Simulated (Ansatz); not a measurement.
## (Si)2(Ge)2 [001] superlattice, started as zinc blende: the cell at rest

Aim: bring (Si)2(Ge)2 [001] superlattice, started as zinc blende to small forces and stress, as phonons need.

Main program and level: Ansatz 0.2.0; DFT PBE, scalar-relativistic, plane waves, PAW.

Most raw output is cut from this account.

The structure was built from a prototype and need not be the compound's stable phase.

## Step 1: The structure

It takes space group Pmma (No. 51, orthorhombic). Conventional cell: a = 3.921 Å, b = 3.921 Å, c = 11.090 Å, α = 90.00°, β = 90.00°, γ = 90.00°. Nearest to Ge lie 2 Ge at 2.40 Å and 2 Si at 2.40 Å. Ge has 4 Ge at 2.40 Å nearest. Si has 2 Si at 2.40 Å and 2 Ge at 2.40 Å nearest. Si has 4 Si at 2.40 Å nearest. Farther neighbours are not listed.

## Step 2: Probe on a coarse mesh

First a cheap look: the gap decides the mesh and the occupations, the pressure tells how far the cell has to move.

Contents of input.yaml:

```yaml
crystal:
  lattice:
    - [2.7725, 2.7725, 0.0]
    - [-2.7725, 2.7725, 0.0]
    - [0.0, 0.0, 11.09]
  atoms:
    - { symbol: Ge, position: [0.0, 0.0, 0.5] }
    - { symbol: Ge, position: [0.5, 0.0, 0.625] }
    - { symbol: Ge, position: [0.5, 0.5, 0.75] }
    - { symbol: Ge, position: [0.0, 0.5, 0.875] }
    - { symbol: Si, position: [0.0, 0.0, 0.0] }
    - { symbol: Si, position: [0.5, 0.0, 0.125] }
    - { symbol: Si, position: [0.5, 0.5, 0.25] }
    - { symbol: Si, position: [0.0, 0.5, 0.375] }
kpoints:
  mp_grid: { grid: [6, 6, 2] }
hamiltonian:
  xc: pbe
scf:
  occupations: { method: gaussian, width: 0.1 }
output:
  forces: true
  stress: true
  eigenvalues: true
```

On the command line:

```sh
$ ansatz run input.yaml --threads 8 --pin off --max-ram 14336MiB --backend cpu --events-out ev --progress --plain --runs-dir out
```

Elapsed: 6.1 s, on 8 threads of Intel Xeon Platinum 8259CL at 2.50GHz (Skylake/Cascade Lake), shared host; peak memory 0.81 GiB; 18 s of CPU time.

Numbers from this step:

| Property | Result |
| --- | --- |
| pressure | 2.648 GPa |
| volume per atom | 21.31 Å³ |
| gap on the k-mesh | 0.5167 eV |
| direct gap on mesh | 0.6656 eV |

The coarse mesh shows a gap of 0.52 eV and a pressure of 2.6 GPa.

## Step 3: Relaxation

Harmonic phonons are second derivatives at a point where the forces vanish, and they are wanted at zero stress, so atoms and cell are relaxed first.

Edit input.yaml of step 2 so:

```diff
@@ -15,3 +15,3 @@
 kpoints:
-  mp_grid: { grid: [6, 6, 2] }
+  mp_grid: { grid: [8, 8, 4] }
 hamiltonian:
@@ -19,3 +19,3 @@
 scf:
-  occupations: { method: gaussian, width: 0.1 }
+  occupations: { method: gaussian, width: 0.02 }
 output:
@@ -24 +24,6 @@
   eigenvalues: true
+relax:
+  adjacent_minimum: "off"
+  f_tol: 0.005
+  max_steps: 80
+  cell: { stress_tol: 0.05 }
```

Wall time 32 s (8 threads); peak memory 1.1 GiB; 3.6 min of CPU time.

The steps of the relaxation:

```csv
step,energy less that of the first step (eV),largest force component (eV/Å),pressure (GPa),volume (Å³)
1,0.0000,0.5915,2.65,170.49
2,-0.1386,0.1133,0.40,175.20
3,-0.1453,0.0268,0.17,175.66
4,-0.1456,0.0094,0.00,176.07
5,-0.1456,0.0008,0.00,176.06
6*,-0.1465,0.0008,0.01,176.06
```

Relaxation steps marked * repeat the geometry before them on a plane-wave basis chosen anew for their cell, so energy and pressure can jump there.

The run keeps the 8 symmetry operations that it works with, so distortions that break them were not tested.

```
conventional cell, symmetrised  before   after  change
                         a (Å)   3.921   3.964  +1.1 %
                         b (Å)   3.921   3.961  +1.0 %
                         c (Å)  11.090  11.212  +1.1 %
              volume (Å³/atom)   21.31   22.01  +3.3 %
```

The atoms that moved most (Å, as changes of fractional coordinates times the final cell):

```
atom     dx     dy      dz  length
 Ge4  0.000  0.000   0.096   0.096
 Ge1  0.000  0.000  -0.096   0.096
 Si5  0.000  0.000   0.092   0.092
 Si8  0.000  0.000  -0.092   0.092
 Ge2  0.000  0.000  -0.029   0.029
 Ge3  0.000  0.000   0.029   0.029
 Si6  0.000  0.000   0.029   0.029
 Si7  0.000  0.000  -0.029   0.029
```

Numbers from this step:

| Item | Value |
| --- | --- |
| pressure | 0.005024 GPa |
| gap on the k-mesh | 0.3716 eV |
| volume per atom | 22.01 Å³ |
| direct gap on mesh | 0.4460 eV |

In this step the volume went from 21.31 to 22.01 Å³/atom.

## Step 4: Relaxing to small forces for the phonons

Phonons need a cell at rest on their own settings, so the relaxation is repeated with tight tolerances on forces and stress, using the mesh and the filling of the phonon run that follows.

Contents of input.yaml:

```yaml
crystal:
  lattice:
    - [2.8008952547, 2.8008952547, 0.0]
    - [-2.8032005787, 2.8032005787, 0.0]
    - [0.0, 0.0, 11.2119428196]
  atoms:
    - { symbol: Ge, position: [0.0, 0.0, 0.4914700022] }
    - { symbol: Ge, position: [0.5, 0.0, 0.6223883563] }
    - { symbol: Ge, position: [0.5, 0.5, 0.7526116437] }
    - { symbol: Ge, position: [0.0, 0.5, 0.8835299978] }
    - { symbol: Si, position: [0.0, 0.0, 0.0082284867] }
    - { symbol: Si, position: [0.5, 0.0, 0.1275680853] }
    - { symbol: Si, position: [0.5, 0.5, 0.2474319147] }
    - { symbol: Si, position: [0.0, 0.5, 0.3667715133] }
kpoints:
  mp_grid: { grid: [8, 8, 4] }
hamiltonian:
  xc: pbe
scf:
  occupations: { method: fixed }
output:
  forces: true
  stress: true
  eigenvalues: true
relax:
  adjacent_minimum: "off"
  f_tol: 0.001
  max_steps: 60
  cell: { stress_tol: 0.01 }
```

The job ended after 15 s (8 threads; peak memory 1 GiB).

Little changed from the start: no atom moved by 0.005 Å and no cell edge by 0.1 %.

Numbers from this step:

| Property | Result |
| --- | --- |
| pressure | 0.005025 GPa |

The largest force component left is 0.75 meV/Å and the pressure is 0.005 GPa, within the tolerances set. The cell now holds 22.01 Å³/atom.

## Step 5: What came out

| Property | Result |
| --- | --- |
| space group after relaxation (within 0.01 Å) | Pmma |
| lattice constant a | 3.964 Å |
| lattice constant b | 3.961 Å |
| lattice constant c | 11.212 Å |
| volume per atom | 22.0 Å³ |
| gap on the k-mesh | 0.372 eV |

What this shows: The largest force component left is 0.75 meV/Å and the pressure is 0.005 GPa, within the tolerances set. The cell now holds 22.01 Å³/atom. The relaxation keeps the symmetry of its start, so it says nothing on stability against lower symmetry. The starting cell was built on a prototype and not taken from a measurement, so the phase need not exist.

[Logs are printed without paths, hosts, clocks, repeated set-up lines and the standing remarks that a program may print on its own settings, such as how far it seeks lower states.]

[Hosts, paths, dates, database ids (printed as entryN), source tags and the programs' standing remarks are cut or masked in the printed files.]
